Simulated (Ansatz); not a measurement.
# ZnS (F-43m) in Ansatz: further runs

The runs below take ZnS through phonons, with PBE, PBEsol.

Everything below comes from runs of Ansatz 0.2.0. Logs are shortened: lines on timing, memory, paths and dates and some standing lists are left out, and cuts for length are marked.

**What was measured.**

“Electronic, vibrational, and thermodynamic properties of ZnS (zincblende and rocksalt structure)”, 2009, arxiv:0911.5022 quotes, for a bulk crystal of ZnS at 19 K: band gap 3.85 eV (direct).

The runs below are set against these values where they give the same quantity.

## (1) The crystal as given

It takes space group F-43m (No. 216, cubic). The conventional cell has a = 5.404 Å, b = 5.404 Å, c = 5.404 Å, α = 90.00°, β = 90.00°, γ = 90.00°. Zn (site symmetry -43m) is surrounded by 4 S at 2.34 Å. S (site symmetry -43m) has 4 Zn at 2.34 Å as nearest neighbours.

## (2) Phonons, PBE

File input.yaml:

```yaml
crystal:
  lattice:
    - [0.0, 2.702, 2.702]
    - [2.702, 0.0, 2.702]
    - [2.702, 2.702, 0.0]
  atoms:
    - { symbol: Zn, position: [0.75, 0.75, 0.75] }
    - { symbol: S, position: [0.0, 0.0, 0.0] }
kpoints:
  mp_grid: { grid: [7, 7, 7] }
scf:
  occupations: { method: fermi_dirac, width: 0.05 }
hamiltonian:
  xc: pbe
  pseudopotentials: { kind: all_electron, lapw: { basis_error: 0.001 } }
output: {}
phonons:
  method: fd
  supercell: [1, 1, 1]
```

Potentials or basis: all-electron LAPW, scalar-relativistic.

On the command line:

```
> ansatz run input.yaml --threads 1 --pin off --max-ram 3072MiB --backend cpu --events-out ev --progress --plain --runs-dir out
```

Log:

```text
Warning: RAYON_NUM_THREADS=1 ignored (pool sized by the plan → 1); use --threads N
LAPW: plane waves up to 8.916 Å⁻¹, error target 1.0e-3 eV per atom; small_component_spin mean_spin; S in spheres of 1.009 Å, 14 of its electrons in bands, Dirac shells []; Zn in spheres of 1.261 Å, 20 of its electrons in bands, Dirac shells [] (how accurate: hamiltonian.pseudopotentials.lapw.basis_error, Limitations)
Engine: ansatz 0.2.0, aarch64-unknown-linux-gnu
Pseudopotentials: kind: all_electron
Pseudopotential: Zn, LAPW, valence charge 20, lapw/all_electron/scalar/gaussian/Zn, Koelling and Harmon's equation, gaussian nucleus
Pseudopotential: S, LAPW, valence charge 14, lapw/all_electron/scalar/gaussian/S, Koelling and Harmon's equation, gaussian nucleus
Functional definition: PBE
  parameter kappa = 0.804
  parameter beta = 0.06672455060314922
  exchange = pbe_x(kappa = kappa, mu = beta*pi^2/3)
  correlation = pbe_c(beta = beta)
Crystal: 2 atoms, lattice volume = 39.454 Å³
Basis set: ecut = 302.8874002499421 eV, 459 PW (Γ), exchange–correlation at level 2
Bands: 21, of which v1, the nominal top of the filled ones, is band 17 counted from 1 (16 counted from 0)
Symmetry: 24 space group operations
k-points: 20 of 343 (time reversal used)
Non-local potential: Zn, projectors of the file, none
Non-local potential: S, projectors of the file, none
Initial density: superposition of atomic densities (chi_scale 0.1, normalization cell, long waves kept (reshape's long-wave potential 0.00 eV rms))
Initial wavefunctions: plane waves of lowest kinetic energy (no species holds an atomic orbital)
Functional: x = pbe(κ = 0.804, μ = 0.2195149727645171), c = pbe(β = 0.06672455060314922)
iter 1 solved again at ethr=3.19e-3 eV; its pass at ethr=1.00e-1 eV (dr2=1.09e0 eV) is discarded
SCF iter   1: F=—  HF=-59737.760972 eV  |F-HF|=—  |Δ(HF+E_count)|=         —  Δρ=4.09e-2  dr2=1.09e0  ethr=3.19e-3  ⟨swp⟩=2.0  Hψ=2871  notcnv=0
preconditioner: auto → none  [insulator: Δε(μ)=2.380 eV  Ē_g=11.612 eV  σ=0.050 eV  W_gap=1.00  n_scr=14 (ndim 8)  ℏωp=25.1 eV  f_vac=0.113  D(μ)=0.00/eV (n_scr^D=0)  ε∞_Penn≈5.7]
iter 2 solved again at ethr=1.59e-4 eV; its pass at ethr=3.19e-3 eV (dr2=5.40e-2 eV) is discarded
SCF iter   2: F=—  HF=-59737.429612 eV  |F-HF|=—  |Δ(HF+E_count)|=   3.31e-1  Δρ=1.37e-2  dr2=5.40e-2  ethr=1.59e-4  ⟨swp⟩=2.0  Hψ=2194  notcnv=0
SCF iter   3: F=—  HF=-59737.338444 eV  |F-HF|=—  |Δ(HF+E_count)|=   9.12e-2  Δρ=7.92e-3  dr2=1.66e-2  ethr=1.59e-4  ⟨swp⟩=3.0  Hψ=1291  notcnv=0
SCF iter   4: F=—  HF=-59737.331017 eV  |F-HF|=—  |Δ(HF+E_count)|=         —  Δρ=3.85e-3  dr2=3.91e-3  ethr=4.89e-5  ⟨swp⟩=2.0  Hψ=1147  notcnv=0
the basis was enlarged: its passes take 99.7 KiB over the memory plan, 1 of 1 planned eigensolver slots
SCF iter   5: F=—  HF=-59737.331329 eV  |F-HF|=—  |Δ(HF+E_count)|=   3.12e-4  Δρ=6.98e-4  dr2=1.24e-4  ethr=1.15e-5  ⟨swp⟩=2.0  Hψ=1172  notcnv=0
SCF iter   6: F=—  HF=-59737.331392 eV  |F-HF|=—  |Δ(HF+E_count)|=   6.28e-5  Δρ=7.88e-5  dr2=1.64e-6  ethr=3.64e-7  ⟨swp⟩=2.9  Hψ=1166  notcnv=0
[... 21 lines left out ...]
SCF iter   2: F=—  HF=-59737.331102 eV  |F-HF|=—  |Δ(HF+E_count)|=   1.15e-5  Δρ=1.49e-4  dr2=5.34e-6  ethr=1.57e-8  ⟨swp⟩=2.0  Hψ=6489  notcnv=0
SCF iter   3: F=—  HF=-59737.331105 eV  |F-HF|=—  |Δ(HF+E_count)|=   2.65e-6  Δρ=4.36e-5  dr2=4.71e-7  ethr=1.57e-8  ⟨swp⟩=2.0  Hψ=3650  notcnv=0
SCF iter   4: F=—  HF=-59737.331106 eV  |F-HF|=—  |Δ(HF+E_count)|=   4.55e-7  Δρ=5.02e-6  dr2=7.79e-9  ethr=1.39e-9  ⟨swp⟩=3.0  Hψ=3765  notcnv=0
SCF iter   5: F=—  HF=-59737.331106 eV  |F-HF|=—  |Δ(HF+E_count)|=   4.63e-9  Δρ=2.24e-6  dr2=1.98e-9  ethr=2.29e-11  ⟨swp⟩=3.0  Hψ=4162  notcnv=0
SCF iter   6: F=—  HF=-59737.331106 eV  |F-HF|=—  |Δ(HF+E_count)|=   4.18e-9  Δρ=9.02e-7  dr2=2.56e-10  ethr=5.83e-12  ⟨swp⟩=2.9  Hψ=3743  notcnv=0
SCF iter   7: F=-59737.331106 eV  HF=-59737.331106 eV  |F-HF|=2.18e-11  |Δ(HF+E_count)|=  1.02e-10  Δρ=1.78e-7  dr2=1.01e-11  ethr=2.63e-12 (applied; sched 1.00e-12)  ⟨swp⟩=2.9  Hψ=3752  notcnv=0
SCF 3 converged in 7 iterations: F = -59737.331106 eV  dr2 = 1.01e-11
SCF converged after 8 iterations
Free energy (F): -59737.331395 eV
Harris-Foulkes:  -59737.331395 eV  (|F-HF|=5.17e-10)
Internal energy: -59737.331395 eV  (E = F + TS)
E sigma→0 (E₀):  -59737.331395 eV
Fermi energy:    8.398149 eV
--- Per-component energies (eV) ---
  E_band       = -1880.224863
  E_kinetic    = 60684.787501
  E_xc         = -2649.000935
  E_electrostatic = -117773.117961  (all electrons and nuclei)
  E_smearing   = -0.000000  (= −TS)
  E_closure    = 0.000000  (closes the sum)
  E_atoms      = -59730.497347  (free atoms, spherical and without spin; not in F)
  Σ components = -59737.331395   (vs F -59737.331395, Δ=0.00e0)
  Basis errors (estimates in eV, not in F): energy 4.6e-4 per atom: plane waves 4.1e-4 (2.4e-4 summed), levels above the bands 1.5e-70, relativity 1.7e-8, radial functions 4.4e-5, core shells 9.6e-11; eigenvalues (radial functions only) 4.3e-7; not estimated: angular momenta, meshes, grids; target (lapw.basis_error) 1.0e-3; muffin-tin radii S 1.009 Å, Zn 1.261 Å
--- Forces (eV/Å), atoms counted from 1 ---
  atom   1  Zn    -0.00000000     0.00000000     0.00000000
  atom   2  S      0.00000000    -0.00000000     0.00000000
  max |Σ_I F_I| component: 1.85e-17 eV/Å
--- Band table (eV; the first three rows and the last of 20) ---
  k-point 0: bands = ["-197.3468", "-142.1190", "-142.1190", "-142.1190", "-117.5447", "-71.7139", "-71.7139", "-71.7139", "-5.8284", "0.9762", "0.9762", "0.9762", "1.4753", "1.4753", "7.3112", "7.3112", "7.3112", "9.4235", "13.6834", "13.6834", "13.6834"]
  k-point 1: bands = ["-197.3468", "-142.1190", "-142.1190", "-142.1190", "-117.5447", "-71.7139", "-71.7139", "-71.7139", "-5.6773", "0.9793", "1.0030", "1.0030", "1.4734", "1.4734", "5.9575", "7.1237", "7.1237", "10.3784", "13.6105", "13.9984", "13.9984"]
  k-point 2: bands = ["-197.3468", "-142.1190", "-142.1190", "-142.1190", "-117.5447", "-71.7140", "-71.7139", "-71.7139", "-5.3025", "1.0560", "1.0560", "1.0625", "1.4805", "1.4805", "4.0118", "6.7501", "6.7501", "10.7871", "14.3367", "14.3367", "14.6029"]
  k-point 19: bands = ["-197.3468", "-142.1190", "-142.1190", "-142.1190", "-117.5447", "-71.7140", "-71.7140", "-71.7140", "-4.6089", "1.0999", "1.2393", "1.4130", "1.4618", "1.8395", "2.7194", "4.2722", "5.1572", "12.4066", "13.5129", "15.2620", "16.2135"]
--- Phonons: 2 displaced members + reference (amplitude 0.01 Å, Σ member SCF iterations 14) ---
  symmetry images taken by strict's conditions (phonons.symmetry_images: auto; settled by no image being taken that strict refuses)
  ASR residual: 1.334e-4 → 0.000e0 eV/Å²; symmetrization residual: 1.199e-5 eV/Å²
  largest component of a force at the reference: 9.3e-17 eV/Å
  ASR residual per site (eV/Å²): 1.29e-4 1.33e-4
  Γ frequencies (cm⁻¹): 0.00 0.00 0.00 270.33 270.33 270.33
  density of states and harmonic sums: on the 20×20×20 q-mesh, interpolated from the force constants of a 1×1×1 supercell (no non-analytic term)
  largest difference from the sums on the solved wave vectors: F 4.86e-1 eV, S 7.44e-4 and C_V 2.58e-4 eV/K
  zero-point energy: 0.067431 eV/cell   skipped modes (ω ≤ 0): 3   left out of the sums: 6.25e-5 of the cell's modes: C_V's classical limit lies that fraction below 3 k_B per atom; for a crystal, a wire or a layer, F and S can be off by more, and a phonons.interpolated_qmesh denser along its periods is the remedy for the sampling
```

phdos.tsv:

```text
# omega_inv_cm	omega_thz	g_bin_mean(omega)[modes/inv_cm]
# format = ansatz-phdos/2
# interpolated_qmesh = 20 20 20
# force_constants_supercell = 1 1 1
# lo_to_splitting: not included (the non-analytic LO-TO correction is not applied to the interpolated dynamical matrix; polar crystals: no LO-TO splitting at GAMMA, and LO and other optical branches, acoustic branches and sound speeds, and with them the density of states and the thermodynamics, can be off between the wave vectors that the force constants were sampled on, most near GAMMA; a larger extent of the force constants narrows that region and is not shown to mend the acoustic slopes)
# g_bin_mean(omega): the modes in a bin one row spacing wide, centred on omega, divided by that spacing. A flat band (one whose frequency is the same at every q-point) is counted whole in the row whose bin holds it (on the edge of two bins, in the lower row). The modes of the run's own cell are the sum of g_bin_mean times the row spacing in inv_cm (a plain sum, not the trapezoid rule); for a one-atom cell on a GAMMA-only q-mesh every row is zero, so that sum is 0, not 3
0.000000	0.000000	9.252467e-9
0.540656	0.016208	2.405641e-7
1.081312	0.032417	9.067418e-7
1.621968	0.048625	2.017038e-6
2.162624	0.064834	3.571452e-6
2.703280	0.081042	5.569985e-6
[... 493 lines left out ...]
269.787334	8.088021	4.466429e-3
270.327990	8.104229	2.460136e-4
```

Wall time 38 s (1 thread of Arm Neoverse V2, shared host); peak memory 0.34 GiB.

Results:

| Property | Result |
| --- | --- |
| Free energy | -59737.3314 eV |
| Band gap on the k mesh | 2.11 eV, direct |
| Highest phonon frequency at Γ, LO-TO splitting left out | 270 cm⁻¹ |

Levels at points of the mesh, in eV from the valence-band top:
```csv
k point,band 15,band 16,band 17,band 18,band 19,band 20
"(0.00, 0.00, 0.00)",0.00,0.00,0.00,2.11,6.37,6.37
```

Phonon frequencies in cm⁻¹ (negative: imaginary):
| q point | frequencies |
| --- | --- |
| (0.000, 0.000, 0.000) | 0 0 0 270 270 270 |

## (3) Phonons, PBEsol

Changes to input.yaml since step 2:

```diff
@@ -13,3 +13,3 @@
 hamiltonian:
-  xc: pbe
+  xc: pbesol
   pseudopotentials: { kind: all_electron, lapw: { basis_error: 0.001 } }
```

Potentials or basis: all-electron LAPW, scalar-relativistic.

On the command line:

```
> ansatz run input.yaml --threads 1 --pin off --max-ram 3072MiB --backend cpu --events-out ev --progress --plain --runs-dir out
```

Log:

```text
Warning: RAYON_NUM_THREADS=1 ignored (pool sized by the plan → 1); use --threads N
LAPW: plane waves up to 8.919 Å⁻¹, error target 1.0e-3 eV per atom; small_component_spin mean_spin; S in spheres of 1.010 Å, 14 of its electrons in bands, Dirac shells []; Zn in spheres of 1.260 Å, 20 of its electrons in bands, Dirac shells [] (how accurate: hamiltonian.pseudopotentials.lapw.basis_error, Limitations)
Engine: ansatz 0.2.0, aarch64-unknown-linux-gnu
Pseudopotentials: kind: all_electron
Pseudopotential: Zn, LAPW, valence charge 20, lapw/all_electron/scalar/gaussian/Zn, Koelling and Harmon's equation, gaussian nucleus
Pseudopotential: S, LAPW, valence charge 14, lapw/all_electron/scalar/gaussian/S, Koelling and Harmon's equation, gaussian nucleus
Functional definition: PBEsol
  exchange = pbesol_x
  correlation = pbesol_c
Crystal: 2 atoms, lattice volume = 39.454 Å³
Basis set: ecut = 303.09788500473985 eV, 459 PW (Γ), exchange–correlation at level 2
Bands: 21, of which v1, the nominal top of the filled ones, is band 17 counted from 1 (16 counted from 0)
Symmetry: 24 space group operations
k-points: 20 of 343 (time reversal used)
Non-local potential: Zn, projectors of the file, none
[... 55 lines left out ...]
  E_closure    = 0.000000  (closes the sum)
  E_atoms      = -59674.495613  (free atoms, spherical and without spin; not in F)
  Σ components = -59682.064310   (vs F -59682.064310, Δ=0.00e0)
  Basis errors (estimates in eV, not in F): energy 4.5e-4 per atom: plane waves 4.1e-4 (2.4e-4 summed), levels above the bands 2.1e-70, relativity 1.5e-8, radial functions 4.2e-5, core shells 1.0e-10; eigenvalues (radial functions only) 4.3e-7; not estimated: angular momenta, meshes, grids; target (lapw.basis_error) 1.0e-3; muffin-tin radii S 1.010 Å, Zn 1.260 Å
--- Forces (eV/Å), atoms counted from 1 ---
  atom   1  Zn    -0.00000000     0.00000000    -0.00000000
  atom   2  S      0.00000000    -0.00000000    -0.00000000
  max |Σ_I F_I| component: 3.70e-17 eV/Å
--- Band table (eV; the first three rows and the last of 20) ---
  k-point 0: bands = ["-197.0780", "-142.1314", "-142.1314", "-142.1314", "-117.3406", "-71.6708", "-71.6708", "-71.6708", "-5.9369", "0.8409", "0.8409", "0.8409", "1.3396", "1.3396", "7.2143", "7.2143", "7.2143", "9.1898", "13.4906", "13.4906", "13.4906"]
  k-point 1: bands = ["-197.0780", "-142.1314", "-142.1314", "-142.1314", "-117.3406", "-71.6708", "-71.6708", "-71.6708", "-5.7834", "0.8420", "0.8678", "0.8678", "1.3376", "1.3376", "5.8281", "7.0239", "7.0239", "10.1685", "13.4024", "13.8084", "13.8084"]
  k-point 2: bands = ["-197.0780", "-142.1314", "-142.1314", "-142.1314", "-117.3406", "-71.6709", "-71.6708", "-71.6708", "-5.4020", "0.9204", "0.9207", "0.9207", "1.3445", "1.3445", "3.8674", "6.6459", "6.6459", "10.5745", "14.1452", "14.1452", "14.3759"]
  k-point 19: bands = ["-197.0780", "-142.1314", "-142.1314", "-142.1314", "-117.3406", "-71.6709", "-71.6709", "-71.6709", "-4.6944", "0.9604", "1.1030", "1.2759", "1.3252", "1.7071", "2.5723", "4.1209", "5.0245", "12.1886", "13.3332", "15.0415", "15.9747"]
--- Phonons: 2 displaced members + reference (amplitude 0.01 Å, Σ member SCF iterations 14) ---
  symmetry images taken by strict's conditions (phonons.symmetry_images: auto; settled by no image being taken that strict refuses)
  ASR residual: 9.948e-5 → 0.000e0 eV/Å²; symmetrization residual: 8.448e-6 eV/Å²
  largest component of a force at the reference: 1.2e-16 eV/Å
  ASR residual per site (eV/Å²): 9.95e-5 5.53e-5
  Γ frequencies (cm⁻¹): 0.00 0.00 0.00 265.88 265.88 265.88
  density of states and harmonic sums: on the 20×20×20 q-mesh, interpolated from the force constants of a 1×1×1 supercell (no non-analytic term)
  largest difference from the sums on the solved wave vectors: F 4.90e-1 eV, S 7.49e-4 and C_V 2.58e-4 eV/K
  zero-point energy: 0.066322 eV/cell   skipped modes (ω ≤ 0): 3   left out of the sums: 6.25e-5 of the cell's modes: C_V's classical limit lies that fraction below 3 k_B per atom; for a crystal, a wire or a layer, F and S can be off by more, and a phonons.interpolated_qmesh denser along its periods is the remedy for the sampling
```

It took 44 s on 1 thread of Arm Neoverse V2, shared host; peak memory 0.33 GiB.

Results:

| Property | Result |
| --- | --- |
| Free energy | -59682.0643 eV |
| Band gap on the k mesh | 1.98 eV, direct |
| Highest phonon frequency at Γ, LO-TO splitting left out | 266 cm⁻¹ |

Phonon frequencies in cm⁻¹ (negative: imaginary):
```
              q point        frequencies
(0.000, 0.000, 0.000)  0 0 0 266 266 266
```

## (4) Against experiment

Step 2. Against the measured gap of ZnS, 3.85 eV (direct; 19 K; quoted in “Electronic, vibrational, and thermodynamic properties of ZnS (zincblende and rocksalt structure)”, 2009, arxiv:0911.5022), the calculated 2.11 eV is off by -1.74 eV. The value is that of PBE, without temperature or zero-point motion. Semilocal functionals fall short of measured gaps as a rule.

Step 3. Measured gap of ZnS: 3.85 eV (direct; 19 K; quoted in “Electronic, vibrational, and thermodynamic properties of ZnS (zincblende and rocksalt structure)”, 2009, arxiv:0911.5022). This calculation gives 1.98 eV (-1.87 eV). The value is that of PBEsol, without temperature or zero-point motion. Semilocal functionals fall short of measured gaps as a rule.
